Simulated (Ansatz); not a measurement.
**Lu (bcc type): a single-point run**

The task is a single-point run on Lu (bcc type).

Method: DFT, LDA, all-electron LAPW, scalar-relativistic, in Ansatz 0.2.0.

2 further runs of the same task are left out: 2 that didn't finish. Runs told in other sessions of the task aren't counted.

### 1 Starting point

Symmetry: Im-3m, No. 229, cubic system. Conventional cell: a = 5.615 Å, b = 5.615 Å, c = 5.615 Å, α = 90.00°, β = 90.00°, γ = 90.00°.

Coordinates:

```cif
data_structure
_symmetry_space_group_name_H-M 'P 1'
_symmetry_Int_Tables_number 1
_cell_length_a 4.8631
_cell_length_b 4.8631
_cell_length_c 4.8631
_cell_angle_alpha 109.471
_cell_angle_beta 109.471
_cell_angle_gamma 109.471
_cell_volume 88.54
loop_
_atom_site_label
_atom_site_type_symbol
_atom_site_fract_x
_atom_site_fract_y
_atom_site_fract_z
_atom_site_occupancy
Lu1 Lu 0.00000 0.00000 0.00000 1
```

### 2 Running it

Input file input.yaml:

```yaml
crystal:
  lattice:
    - [-2.8077267, 2.8077267, 2.8077267]
    - [2.8077267, -2.8077267, 2.8077267]
    - [2.8077267, 2.8077267, -2.8077267]
  atoms:
    - { symbol: Lu, position: [0.0, 0.0, 0.0] }
kpoints:
  mp_grid: { grid: [14, 14, 14] }
scf:
  occupations: { method: fermi_dirac, width: 0.1 }
  max_iter: 100
hamiltonian:
  xc: lda
  pseudopotentials: { kind: all_electron, lapw: { basis_error: 0.001 } }
output:
  forces: true
  stress: true
  eigenvalues: true
  populations: true
```

Command:

```sh
> ansatz run input.yaml --threads 1 --pin off --max-ram 2048MiB --backend cpu --events-out ev --progress --plain --runs-dir out
```

**Question.** How will this run end, and is anything wrong with its input?

This run ends as converged. Convergence says nothing about whether the input makes sense.

All or some distances are much too long for bonding. The shortest distance in the input is 4.86 Å.

What to do: restore the intended geometry.
